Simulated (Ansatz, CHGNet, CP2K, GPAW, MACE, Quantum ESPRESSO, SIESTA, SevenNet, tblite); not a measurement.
**BeSe(110)/BP(110) interface (50 atoms) in tblite**

Aim: run BeSe(110)/BP(110) interface (50 atoms) in tblite and see how near its forces come to a plane-wave reference, and at what cost.

Method: the method is named at each step, in tblite 0.8.0.

## (1) Starting point

The cell holds 50 atoms: 9 Be, 9 Se, 16 B and 16 P. Its edges and angles: a = 6.294 Å, b = 8.901 Å, c = 13.071 Å, α = 90.0°, β = 90.0°, γ = 90.0°. Zinc-blende BeSe(110), 3 repeat layers, 3 surface cells, strained +0.00 and -0.00 %; zinc-blende BP(110), 4 layers, 4 cells, -1.93 and -1.93 %; outer planes 2.26 Å apart and 2.29 Å at the second interface of the periodic stack; not relaxed, displaced by a Gaussian of 0.02 Å. Then every atom was moved at random, 0.03 Å r.m.s. a Cartesian component. Regions: BeSe, 18 atoms (9 Be and 9 Se); BP, 32 atoms (16 B and 16 P). The structure's axis is c.

The yardstick, on the same geometry:

- method: Kohn-Sham DFT, PBE, SSSP efficiency 1.3.0 pseudopotentials, plane waves (Quantum ESPRESSO 7.5); sssp-pbe-1.3.0-efficiency, cutoffs 45/360 Ry, Γ point
- r.m.s. force component: 0.9546 eV/Å
- longest force: 3.843 eV/Å
- pressure: 2.19 GPa
- time: 1.7 min on 2 MPI ranks of Intel Xeon Platinum 8559C (Emerald Rapids), shared host
- CPU time: 3.4 min

## (2) GFN1-xTB

Method: GFN1-xTB tight binding, diagonalisation.

The input, run.py:

```python
import numpy as np
from ase.io import read
from tblite.ase import TBLite

atoms = read("structure.xyz")
atoms.calc = TBLite(method="GFN1-xTB", electronic_temperature=580, accuracy=1.0, max_iterations=250, mixer_damping=0.1, verbosity=1)
energy = atoms.get_potential_energy()
forces = atoms.get_forces()
print(f"energy {energy:.6f} eV")
print("forces (eV/A)")
for i, (a, f) in enumerate(zip(atoms, forces)):
    print(f"{i:4d} {a.symbol:2s} {f[0]:10.5f} {f[1]:10.5f} {f[2]:10.5f}")
stress = -atoms.get_stress(voigt=False) * 160.21766
print("stress (GPa, compression positive)")
for row in stress:
    print(" ".join(f"{x:10.4f}" for x in row))
print("charges (e)")
print(np.array2string(atoms.get_charges(), precision=4, suppress_small=True, max_line_width=110, threshold=100000))
```

The input, structure.xyz:

```xyz
50
Lattice="6.29400 0.00000 0.00000 0.00000 8.90100 0.00000 0.00000 0.00000 13.07122" Properties=species:S:1:pos:R:3 pbc="T T T"
Be 4.24046 5.92299 0.01176
Se 2.10333 5.16035 13.02429
Be 1.05443 5.92237 1.84343
Se 5.26676 5.15688 1.82304
Be 4.17494 5.93020 3.62583
Se 2.08999 5.19169 3.58949
Be 2.18641 3.01468 13.07109
Se 0.00151 2.21039 0.04993
Be 5.24158 3.00311 1.72802
Se 3.18948 2.18146 1.86513
Be 2.11063 3.01940 3.63903
Se 6.28519 2.20237 3.66582
Be 6.25189 0.06667 13.02390
Se 4.25009 8.18883 13.01580
Be 3.12176 8.87065 1.83154
Se 1.06004 8.12305 1.77507
Be 6.27298 8.86709 3.56034
Se 4.22397 8.12902 3.63040
B 6.13105 6.17738 5.89329
P 4.53357 0.60812 5.86310
B 4.57007 8.40050 7.49020
P 6.07742 7.32641 7.50066
B 6.06351 6.19465 9.20384
P 4.53155 0.63802 9.11430
B 4.55069 8.39053 10.75866
P 6.07661 7.28609 10.78493
B 3.02200 6.19590 5.87094
P 1.37555 0.58978 5.89721
B 1.41508 8.44206 7.50732
P 2.90833 7.34119 7.52392
B 3.01778 6.12798 9.18881
P 1.33905 0.65431 9.15378
B 1.44277 8.39720 10.83343
P 3.01552 7.31653 10.81016
B 6.08082 1.76071 5.83159
P 4.45452 5.03387 5.88153
B 4.53640 3.97261 7.44785
P 6.10619 2.81548 7.49347
B 6.14068 1.72902 9.12162
P 4.47510 5.04829 9.11940
B 4.49612 3.96602 10.78559
P 6.04696 2.81343 10.75722
B 2.91488 1.69057 5.89002
P 1.37763 5.04295 5.95290
B 1.35371 3.91119 7.56000
P 2.90575 2.81886 7.51216
B 2.94849 1.74638 9.11495
P 1.35692 5.09956 9.16515
B 1.35585 3.98008 10.80323
P 2.91658 2.87128 10.77278
```

The run is started by

```bash
> OMP_NUM_THREADS=1 python run.py > output.txt
```

The program printed:

```text
------------------------------------------------------------
  cycle        total energy    energy error   density error
------------------------------------------------------------
      1     -101.9545916065  -1.0224555E+02   7.2851823E-01
      2     -102.2250793421  -2.7048774E-01   6.5032555E-01
      3     -99.15384535869   3.0712340E+00   3.0678805E-01
      4     -99.75129137832  -5.9744602E-01   2.1135982E-01
      5     -102.0328512150  -2.2815598E+00   1.0242382E-01
      6     -102.2723529201  -2.3950171E-01   5.9260323E-02
      7     -102.2929403086  -2.0587389E-02   3.0435728E-02
      8     -102.3066989917  -1.3758683E-02   1.7118392E-02
      9     -102.3130366144  -6.3376227E-03   7.6450955E-03
     10     -102.3140619908  -1.0253764E-03   4.2502798E-03
     11     -102.3142825165  -2.2052575E-04   1.8079503E-03
     12     -102.3142933027  -1.0786142E-05   1.2281715E-03
     13     -102.3143058894  -1.2586677E-05   6.7236685E-04
     14     -102.3143036345   2.2548103E-06   5.6365067E-04
     15     -102.3143053898  -1.7552981E-06   2.2972697E-04
     16     -102.3143075191  -2.1292203E-06   9.7000248E-05
     17     -102.3143076870  -1.6789674E-07   4.4334967E-05
     18     -102.3143077364  -4.9417750E-08   1.7786286E-05
------------------------------------------------------------
 total:                                   2.681 sec
energy -2784.114124 eV
forces (eV/A)
   0 Be   -0.41959   -0.34108   -1.28531
   1 Se   -0.13929   -0.07433   -0.46135
   2 Be   -0.75641    0.12327   -0.79982
   3 Se    0.26991    0.26634   -0.07035
   4 Be   -0.17898   -0.58164    0.64641
   5 Se    0.14255   -0.30877   -0.49071
   6 Be    0.07062   -1.00654   -0.32189
   7 Se    1.18408   -0.07729   -1.39906
   8 Be   -0.99780    0.01758    1.15660
   9 Se    0.00498    0.06055   -0.32996
  10 Be    0.24016   -1.00560    1.00488
  11 Se    0.57957    0.15827    0.83668
  12 Be    1.36328   -0.40807   -0.13230
  13 Se    0.01083    0.15454    0.55179
  14 Be   -0.22490    0.56895   -0.35451
  15 Se    0.31820    0.04816   -0.02587
  16 Be    1.07827    0.29961    0.42512
  17 Se    0.36705    0.13445    0.77876
  18 B    -1.31228   -0.01856    0.84128
  19 P    -1.28516    0.41973    0.29802
  20 B    -1.50832    0.85723   -0.06621
  21 P     1.88958   -1.70097   -0.12595
  22 B    -0.31114    0.27338   -1.12878
  23 P    -0.07710    0.19966    1.20247
[...]
42 B     0.28153    1.79546   -1.78956
  43 P     0.94563    1.02180   -0.38295
  44 B     0.52831    0.57239    0.10603
  45 P     1.15016   -0.27204   -0.82721
  46 B    -0.35362    0.19025    0.71710
  47 P    -0.07305   -0.32063    0.76057
  48 B    -0.00792    0.11632   -1.01440
  49 P    -0.04690   -0.51801    1.95792
stress (GPa, compression positive)
    9.1602    -2.6332    -0.1334
   -2.6332     5.4878    -0.4533
   -0.1334    -0.4533    -3.8286
charges (e)
[ 0.1853 -0.1421  0.1826 -0.1503  0.2288 -0.0629  0.1963 -0.0564  0.2163 -0.1657  0.1349 -0.1049  0.1991
 -0.0718  0.1858 -0.1517  0.2042 -0.0951 -0.1688  0.0462  0.0048  0.0314 -0.0187  0.0341  0.0072 -0.0358
 -0.0772 -0.0448 -0.0165  0.0351  0.0066  0.0422 -0.2697  0.0018  0.004  -0.0471  0.0004  0.0403  0.018
  0.0398 -0.2659  0.0771 -0.2529  0.0439  0.0067  0.0441 -0.0057  0.0336 -0.0036 -0.0432]
```

Wall time 3.1 s (1 thread of Intel Xeon Platinum 8559C (Emerald Rapids), shared host); peak memory 0.1 GiB.

Banners, paths, timers and routine set-up lines are dropped from the logs unmarked, and long logs keep their key lines alone; longer cuts are marked.

Compared with the plane-wave run:

* r.m.s. force component: 0.9928 eV/Å
* r.m.s. difference of force components: 576.9 meV/Å
* longest difference of force vectors: 2534 meV/Å
* force difference over r.m.s. force: 60.43 %
* slope of forces against the reference's: 0.8582
* correlation of force components: 0.8252
* pressure: 3.607 GPa
* pressure difference: 1.416 GPa

Length of the force difference by element (eV/Å):

```tsv
element	atoms	mean	most
B	16	1.1	2.5
Be	9	0.28	0.37
P	16	1.0	1.8
Se	9	0.36	0.99
```

Local excerpt of 9 atoms (numbers count through the whole input) about Be13, picked at random; x, y, z are measured from there.

```tsv
atom	x	y	z	distance (Å)	bonds	Mulliken charge (e)	Fx	Fy	Fz (eV/Å)
Be13	0.00	0.00	0.00	0.00	3	0.20	1.36	-0.41	-0.13
Se8	0.04	2.14	0.10	2.15	4	-0.06	1.18	-0.08	-1.40
Se14	-2.00	-0.78	-0.01	2.15	5	-0.07	0.01	0.15	0.55
Se16	1.10	-0.84	1.82	2.29	4	-0.15	0.32	0.05	-0.03
B33	1.48	-0.57	-2.19	2.71	3	-0.27	-1.63	1.05	0.58
P26	-0.18	-1.68	-2.24	2.81	3	-0.04	1.38	-0.71	0.36
B25	-1.70	-0.58	-2.27	2.89	4	0.01	-0.16	0.21	-0.99
P42	-0.20	2.75	-2.27	3.57	4	0.08	0.09	1.90	0.79
Be9	-1.01	2.94	1.78	3.58	4	0.22	-1.00	0.02	1.16
```

Atoms are counted from 1 here, from 0 in the log.

Forces lie 60 % from the reference's, at 0.016 times its CPU time (on 1 against 2 cores).

## (3) Outcome

```
force difference from the reference : tblite GFN1-xTB, 60 %
its CPU time                        : 3.1 s
```

Tight binding differs by 60 % (tblite GFN1-xTB); it is another model, with fitted parameters of its own, and the xTB methods hold dispersion. One electronic-structure run takes under half the reference's CPU time: tblite GFN1-xTB, at 60 % in 3.1 s against 3.4 min, too far off to be of use. Periodic xTB results under one method name differ between programs and library versions. The reference's pressure holds the uncorrected Pulay stress of its 45 Ry basis, so small pressure differences, and their order, may be the reference's own error. The reference's stress is far from hydrostatic: its diagonal is 9.2, 1.4, -4.1 GPa, compression counted positive. The host structure and its lattice constant were typed by rule, without a check against the phase diagram. The reference's pressure of 2.2 GPa belongs to a cell and atoms that aren't relaxed at this level. The electronic-structure runs sample only Γ, in a cell whose shortest periodic width is 6 Å, which is coarse for a cell with partly filled levels.

[Also dropped from logs without a mark: logging warnings of Python, and SIESTA's first energy breakdown and zero terms.]

[Logs are printed without paths, hosts, clocks, repeated set-up lines and the standing remarks that a program may print on its own settings, such as how far it seeks lower states.]

[Hosts, paths, dates, database ids (printed as entryN), source tags and the programs' standing remarks are cut or masked in the printed files.]
